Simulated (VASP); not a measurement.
# Ca (I4/mmm) in VASP: further runs

The runs below take Ca through single point, with PBE.

Program: VASP 6.6.1. These are calculated values, not measurements. Logs are shortened: lines on timing, memory, paths and dates and some standing lists are left out, and cuts for length are marked.

## 1. The structure

Symmetry: I4/mmm, No. 139, tetragonal system. Conventional cell: a = 4.410 Å, b = 4.410 Å, c = 4.392 Å, α = 90.00°, β = 90.00°, γ = 90.00°. Ca (site symmetry 4/mmm) has 8 Ca at 3.81 Å as nearest neighbours.

This isn't the form of Ca at room conditions, which is fcc.

## 2. Single point, PBE

File INCAR:

```
PREC = Accurate
ENCUT = 520
EDIFF = 1E-7
ISMEAR = 0
SIGMA = 0.1
LREAL = F
LASPH = T
NELM = 80
ALGO = Normal
ISIF = 2
LWAVE = F
LCHARG = F
GGA = PE
NBANDS = 11
```

File KPOINTS:

```
regular mesh
0
Gamma
  6 6 6
```

File POSCAR:

```
Ca
1.0
   -2.2052049036      2.2052049036      2.1961148100
    2.2052049036     -2.2052049036      2.1961148100
    2.2052049036      2.2052049036     -2.1961148100
Ca
1
Direct
    0.5000000000      0.5000000000      0.0000000000
```

Potentials or basis: VASP PAW PBE potentials, release 64 (Ca_sv).

Started as:

```bash
$ cat potpaw_PBE.64/Ca_sv/POTCAR > POTCAR
$ mpirun -np 1 vasp_std > vasp.out
```

OUTCAR:

```text
PREC = Accurate
   ENCUT = 520
   EDIFF = 1E-7
   ISMEAR = 0
   LREAL = F
   LASPH = T
   NELM = 80
   ISIF = 2
   GGA = PE

 ion  position               nearest neighbor table
   1  0.500  0.500  0.000-

  LATTYP: Found a body centered tetragonal cell.
 ALAT       =     4.4104098072
 C/A-ratio  =     0.9958778916

  Lattice vectors:

 A1 = (  -2.2052049036,   2.2052049036,   2.1961148100)
 A2 = (   2.2052049036,  -2.2052049036,   2.1961148100)
 A3 = (   2.2052049036,   2.2052049036,  -2.1961148100)

Analysis of symmetry for initial positions (statically):
=====================================================================
 Subroutine PRICEL returns:
 Original cell was already a primitive cell.

 Routine SETGRP: Setting up the symmetry group for a
 body centered tetragonal supercell.

 Subroutine GETGRP returns: Found 16 space group operations
 (whereof 16 operations were pure point group operations)
 out of a pool of 16 trial point group operations.

The static configuration has the point symmetry D_4h.

Analysis of symmetry for dynamics (positions and initial velocities):
=====================================================================
 Subroutine PRICEL returns:
 Original cell was already a primitive cell.

 Routine SETGRP: Setting up the symmetry group for a
 body centered tetragonal supercell.

 Subroutine GETGRP returns: Found 16 space group operations
 (whereof 16 operations were pure point group operations)
 out of a pool of 16 trial point group operations.

The dynamic configuration has the point symmetry D_4h.

 Subroutine INISYM returns: Found 16 space group operations
 (whereof 16 operations are pure point group operations),
 and found     1 'primitive' translations

----------------------------------------------------------------------------------------

                                     Primitive cell

  volume of cell :      42.7182

  direct lattice vectors                    reciprocal lattice vectors
    -2.205204904  2.205204904  2.196114810     0.000000000  0.226736300  0.227674800
     2.205204904 -2.205204904  2.196114810     0.226736300  0.000000000  0.227674800
     2.205204904  2.205204904 -2.196114810     0.226736300  0.226736300  0.000000000

  length of vectors
     3.814285987  3.814285987  3.814285987     0.321317855  0.321317855  0.320653550

  position of ions in fractional coordinates (direct lattice)
     0.500000000  0.500000000  0.000000000

  ion indices of the primitive-cell ions
   primitive index   ion index
                 1           1

----------------------------------------------------------------------------------------

 KPOINTS: regular mesh

Automatic generation of k-mesh.
 Grid dimensions read from file:
 generate k-points for:    6    6    6

 Generating k-lattice:

  Cartesian coordinates                     Fractional coordinates (reciprocal lattice)
     0.000000000  0.037789383  0.037945800     0.166666667 -0.000000000  0.000000000
     0.037789383  0.000000000  0.037945800    -0.000000000  0.166666667  0.000000000
     0.037789383  0.037789383  0.000000000     0.000000000  0.000000000  0.166666667

  Length of vectors
     0.053552976  0.053552976  0.053442258

  Shift w.r.t. Gamma in fractional coordinates (k-lattice)
     0.000000000  0.000000000  0.000000000

 Subroutine IBZKPT returns following result:
 ===========================================

 Found     30 irreducible k-points:

 Following reciprocal coordinates:
            Coordinates               Weight
  0.000000  0.000000  0.000000      1.000000
  0.166667  0.000000  0.000000      8.000000
  0.333333  0.000000 -0.000000      8.000000
  0.500000  0.000000 -0.000000      4.000000
  0.166667  0.166667  0.000000      8.000000
  0.333333  0.166667  0.000000     16.000000
[... 16 lines left out ...]
 -0.333333 -0.333333  0.166667      8.000000
 -0.166667 -0.333333  0.166667      8.000000
 [... further k-points ...]
   k-points           NKPTS =     30   k-points in BZ     NKDIM =     30   number of bands    NBANDS=     11
   number of dos      NEDOS =    301   number of ions     NIONS =      1
   total plane-waves  NPLWV =  21952
   dimension x,y,z NGX =    28 NGY =   28 NGZ =   28
   dimension x,y,z NGXF=    56 NGYF=   56 NGZF=   56
   ions per type =               1
   NGX,Y,Z   is equivalent  to a cutoff of  12.20, 12.20, 12.20 a.u.
   NGXF,Y,Z  is equivalent  to a cutoff of  24.41, 24.41, 24.41 a.u.
 SYSTEM =  unknown system
   PREC   = accura    normal or accurate (medium, high low for compatibility)
   ISTART =      0    job   : 0-new  1-cont  2-samecut
   ICHARG =      2    charge: 1-file 2-atom 10-const
   ISPIN  =      1    spin polarized calculation?
   LNONCOLLINEAR =      F non collinear calculations
   LSORBIT =      F    spin-orbit coupling
   LASPH  =      T    aspherical Exc in radial PAW
   ENCUT  =  520.0 eV  38.22 Ry    6.18 a.u.   7.09  7.09  7.09*2*pi/ulx,y,z
   NELM   =     80;   NELMIN=  2; NELMDL= -5     # of ELM steps
   EDIFF  = 0.1E-06   stopping-criterion for ELM
   LREAL  =      F    real-space projection
   EDIFFG = 0.1E-05   stopping-criterion for IOM
   NSW    =      0    number of steps for IOM
   IBRION =     -1    ionic relax: 0-MD 1-quasi-New 2-CG
   NFREE  =      0    steps in history (QN), initial steepest desc. (CG)
   ISIF   =      2    stress and relaxation
   ISYM   =      2    0-nonsym 1-usesym 2-fastsym
   POTIM  = 0.5000    time-step for ionic-motion
   TEBEG  =    0.0;   TEEND  =   0.0 temperature during run
   PSTRESS=    0.0 pullay stress
   NELECT =      10.0000    total number of electrons
   NUPDOWN=      -1.0000    fix difference up-down
   EMIN   =  10.00;   EMAX   =-10.00  energy-range for DOS
   EFERMI =   0.00;   METHOD = LEGACY
   ISMEAR =     0;   SIGMA  =   0.10  broadening in eV -4-tet -1-fermi 0-gaus
   EFERMI_NEDOS =   21; number of points for ismear=-14 and -15
   IALGO  =     38    algorithm
   IMIX   =      4    mixing-type and parameters
     AMIX     =   0.40;   BMIX     =  1.00
     AMIX_MAG =   1.60;   BMIX_MAG =  1.00
  volume/ion in A,a.u.               =      42.72       288.28
  Fermi-wavevector in a.u.,A,eV,Ry     =   1.008952  1.906643 13.850516  1.017984
  Thomas-Fermi vector in A             =   2.141851
   LORBIT       =      0    0 simple, 1 ext, 2 COOP (PROOUT), +10 PAW based schemes
   GGA     = PE    functional components
   LHFCALC =     F    Hartree Fock is set to
   AEXX    =    0.0000 exact exchange contribution
   IVDW    =     0    specifies the selected vdW correction
   LEPSILON=     F    determine dielectric tensor
   LRPA    =     F    only Hartree local field effects (RPA)
 non-spin polarized calculation
 Gauss-broadening in eV      SIGMA  =   0.10
  energy-cutoff  :      520.00
  volume of cell :       42.72
 maximum number of plane-waves:      1160
   NGX = 15   NGY = 15   NGZ = 15

 number of electron      10.0000001 magnetization

 Free energy of the ion-electron system (eV)
  ---------------------------------------------------
  ext. energy  EPLUGINS =         0.00000000
  ---------------------------------------------------
  free energy    TOTEN  =        -1.91244646 eV

  energy without entropy =       -1.90118226  energy(sigma->0) =       -1.90681436

 E-fermi :   1.9719     XC(G=0):  -7.6990

 val. band max:        1.9718047143   @ k =  -0.3333   0.5000   0.3333
 cond. band min:       2.0133955574   @ k =   0.5000   0.5000   0.5000
 fundamental gap:      0.0415908431
 Fermi energy:         1.9718730603

 k-point     1 :       0.0000    0.0000    0.0000
  band No.  band energies     occupation
      1     -40.1404      2.00000
      2     -21.0574      2.00000
      3     -21.0562      2.00000
      4     -21.0562      2.00000
      5      -2.0880      2.00000
      6       4.2196      0.00000
      7       4.2376      0.00000
      8       4.2376      0.00000
      9       5.2601      0.00000
     10       5.2838      0.00000
     11      12.0854      0.00000

 k-point     2 :       0.1667    0.0000    0.0000
  band No.  band energies     occupation
      1     -40.1369      2.00000
      2     -21.0908      2.00000
      3     -21.0676      2.00000
      4     -21.0568      2.00000
      5      -1.5982      2.00000
      6       3.9531      0.00000
      7       3.9579      0.00000
      8       4.5949      0.00000
      9       5.0753      0.00000
     10       5.2858      0.00000
     11      11.0909      0.00000

 k-point     3 :       0.3333    0.0000   -0.0000
  band No.  band energies     occupation
      1     -40.1298      2.00000
      2     -21.1577      2.00000
      3     -21.0903      2.00000
      4     -21.0567      2.00000
      5      -0.2765      2.00000
      6       2.9493      0.00000
      7       3.4837      0.00000
      8       5.1726      0.00000
      9       5.4156      0.00000
     10       5.5506      0.00000
     11       8.4215      0.00000

 k-point     4 :       0.5000    0.0000   -0.0000
  band No.  band energies     occupation
      1     -40.1263      2.00000
      2     -21.1906      2.00000
      3     -21.1016      2.00000
      4     -21.0567      2.00000
      5       1.0639      2.00000
      6       1.9266      1.47762
      7       3.2786      0.00000
      8       5.1793      0.00000
      9       5.5436      0.00000
     10       6.2863      0.00000
     11       7.2482      0.00000
[... 239 lines left out ...]
 k-point    22 :      -0.1667    0.5000    0.1667
  band No.  band energies     occupation
      1     -40.1237      2.00000
      2     -21.1814      2.00000
      3     -21.1146      2.00000
      4     -21.0812      2.00000
      5       1.5060      2.00000
      6       1.9269      1.47553
      7       3.6181      0.00000
      8       4.4642      0.00000
      9       5.6838      0.00000
     10       6.2294      0.00000
     11       7.1498      0.00000

 k-point    23 :      -0.3333   -0.3333    0.1667
  band No.  band energies     occupation
      1     -40.1223      2.00000
      2     -21.1651      2.00000
      3     -21.1349      2.00000
      4     -21.0914      2.00000
      5       1.4568      2.00000
      6       2.4021      0.00000
      7       3.3318      0.00000
      8       4.8116      0.00000
      9       5.3154      0.00000
     10       6.3515      0.00000
     11       7.3075      0.00000

 k-point    24 :      -0.1667   -0.3333    0.1667
  band No.  band energies     occupation
      1     -40.1269      2.00000
      2     -21.1520      2.00000
      3     -21.1029      2.00000
      4     -21.0826      2.00000
      5       0.1405      2.00000
      6       2.9932      0.00000
      7       3.7808      0.00000
      8       4.4516      0.00000
      9       5.4657      0.00000
     10       5.5074      0.00000
     11       8.5390      0.00000

 [... further k-points ...]

------------------------ aborting loop because EDIFF is reached ----------------------------------------

  FORCE on cell =-STRESS in cart. coord.  units (eV):
  Direction    XX          YY          ZZ          XY          YZ          ZX
  --------------------------------------------------------------------------------------
  -------------------------------------------------------------------------------------
  Total       -0.0372203     -0.0372203     -0.0401517      0.0000000      0.0000000      0.0000000
  in kB       -1.3959764     -1.3959764     -1.5059171      0.0000000      0.0000000      0.0000000
  external PRESSURE =      -1.4326233 kB  Pullay stress =       0.0000000 kB

 VOLUME and BASIS-vectors are now :
 -----------------------------------------------------------------------------
  energy-cutoff  :      520.00
  volume of cell :       42.72
      direct lattice vectors                 reciprocal lattice vectors
    -2.205204904  2.205204904  2.196114810     0.000000000  0.226736300  0.227674800
     2.205204904 -2.205204904  2.196114810     0.226736300  0.000000000  0.227674800
     2.205204904  2.205204904 -2.196114810     0.226736300  0.226736300  0.000000000

 POSITION                                       TOTAL-FORCE (eV/Angst)
 -----------------------------------------------------------------------------------
      0.00000      0.00000      2.19611         0.000000      0.000000     -0.000000
 -----------------------------------------------------------------------------------
    total drift:                                0.000000     -0.000000      0.000000

  FREE ENERGIE OF THE ION-ELECTRON SYSTEM (eV)
  ---------------------------------------------------
  free  energy   TOTEN  =        -1.9124464576 eV

  energy  without entropy=       -1.9011822564  energy(sigma->0) =       -1.90681436
```

It took 16 s on 1 thread of Intel Xeon Platinum 8175M at 2.50GHz (Skylake/Cascade Lake), shared host; peak memory 0.15 GiB.

Results:

- Free energy: -1.9124 eV
- Pressure: -0.1 GPa
- Band gap on the k mesh: none (metal or under the smearing width)

## 3. Single point, PBE (strained and moved within a subgroup)

File INCAR:

```
SYSTEM = Ca
  PREC = Accurate
  ENCUT = 520
  EDIFF = 1E-6
  ISMEAR = 0
  SIGMA = 0.1
  LREAL = .FALSE.
  LASPH = .TRUE.
  NELM = 100
  ALGO = Normal
  ISIF = 2
  LWAVE = .FALSE.
  LCHARG = .TRUE.
  GGA = PE
  LELF = .TRUE.
  LVHAR = .TRUE.
  NBANDS = 11
```

File KPOINTS:

```
regular mesh
0
G
  14 14 14
  0 0 0
```

File POSCAR:

```
Ca
1.0
   -2.3409349309      2.3409349309      2.3857305769
    2.1915991238     -2.1915991238      2.0858227100
    2.0763103425      1.9269745354     -2.2357766435
Ca
1
Direct
    0.5000000000      0.5000000000      0.0000000000
```

Potentials or basis: VASP PAW PBE potentials, release 64 (Ca_sv).

Started as:

```bash
$ cat potpaw_PBE.64/Ca_sv/POTCAR > POTCAR
$ mpirun -np 1 vasp_std > vasp.out
```

Wall time 2.4 min (1 thread of Intel Xeon Platinum 8488C (Sapphire Rapids), shared host); peak memory 0.42 GiB.

Results (log left out):

| Item | Value |
| --- | --- |
| Free energy | -1.8741 eV |
| Pressure | 0.8 GPa |
| Band gap on the k mesh | none (metal or under the smearing width) |

Stress tensor (GPa, compression positive):
```
 0.69  1.60  0.77
 1.60  0.69 -0.77
 0.77 -0.77  0.97
```

Levels at points of the mesh, in eV from the Fermi level:
```csv
k point,band 1,band 2,band 3,band 4,band 5,band 6,band 7,band 8,band 9,band 10
"(0.00, 0.00, 0.00)",-41.95,-22.86,-22.86,-22.85,-4.09,1.89,2.16,2.88,3.44,3.78
"(0.50, 0.00, 0.00)",-41.93,-23.03,-22.88,-22.85,-1.02,-0.17,1.42,3.40,3.86,4.26
"(0.00, 0.50, 0.00)",-41.93,-23.05,-22.92,-22.84,-0.77,0.27,1.39,3.23,3.67,4.63
"(0.50, 0.50, 0.00)",-41.94,-23.00,-22.87,-22.86,-1.07,-0.23,1.14,3.83,4.03,4.34
"(0.00, 0.00, 0.50)",-41.92,-23.06,-22.95,-22.85,-0.61,0.70,1.20,3.38,3.57,4.80
"(0.50, 0.50, 0.50)",-41.91,-23.02,-23.00,-22.91,-0.04,0.15,3.67,3.75,4.42,4.49
```
